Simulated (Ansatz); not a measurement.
Runs of Ansatz 0.2.0 on SiNi. It takes space group Pmmn (No. 59, orthorhombic). Conventional cell: a = 2.943 Å, b = 3.280 Å, c = 4.677 Å, α = 90.00°, β = 90.00°, γ = 90.00°. Ni (site symmetry mm2) has 6 Si at 2.34 to 2.37 Å and 4 Ni at 2.65 Å as nearest neighbours. Si (site symmetry mm2) is surrounded by 6 Ni at 2.34 to 2.37 Å and 4 Si at 2.65 Å. The cell is a database's computed one.

```tsv
task	level	potentials or basis	U	cell	k mesh	cutoff (eV)	points for each segment of the path	hubbard projectors	double counting	method	gap on the mesh (eV)	pressure (GPa)	moment (μB)	relaxed volume (Å³/atom)	largest force (eV/Å)
band structure	BLYP	Ansatz PAW	-	as given	9 × 8 × 6	420	14	-	-	-	none	15.6	0.00	-	(c)
relaxation of cell and atoms	PBE+U	Ansatz PAW	Ni d U = 8 eV	relaxed	9 × 8 × 6	420	-	ortho-atomic (the default)	fll (the default)	-	none	0.0	0.00	(a)	0.01
relaxation of cell and atoms	LDA+U	Ansatz PAW	Ni d U = 3 eV	relaxed	9 × 8 × 6	420	-	ortho-atomic (the default)	fll (the default)	-	none	0.0	0.00	10.99	-
density of states	PBEsol	Ansatz PAW	-	as given	9 × 8 × 6	420	-	-	-	-	none	0.2	0.00	-	0.09
band structure	LDA	Ansatz PAW	-	as given	9 × 8 × 6	420	14	-	-	-	none	(b)	0.00	-	0.24
single point	PBE	Ansatz PAW	-	as given	9 × 8 × 6	800	-	-	-	-	none	6.7	0.00	-	0.05
band structure	PBE	Ansatz NC	-	as given	9 × 8 × 6	1400	14	-	-	-	none	6.7	0.00	-	0.05
phonons	r2SCAN	Ansatz PAW	-	as given	8 × 7 × 5	500	-	-	-	fd	none	-	0.00	-	0.02
```

Alike in all rows: spin collinear, ferromagnetic start; smearing fermi-dirac 0.05 eV.

Question: Estimate the missing entries.

Answer: (a) 11.64; (b) -4.9; (c) 0.14.

Caveats: the starting moments weren't kept (some runs); the PAW data sets come from PBE, with cores solved anew for the run's functional, which leaves a small shift of forces and pressure (some runs); the magnetic or orbital state may not be the lowest (some runs); the plane-wave basis is chosen anew once the cell has moved, so the energies of steps on either side of that aren't comparable (some runs); the U is typed as a test and isn't derived for this compound (some runs); so large a pressure means that the cell lies far from this level's equilibrium, or that cutoff or potentials fall short (some runs).

A gap of «none» marks a metal or a gap under the smearing width.
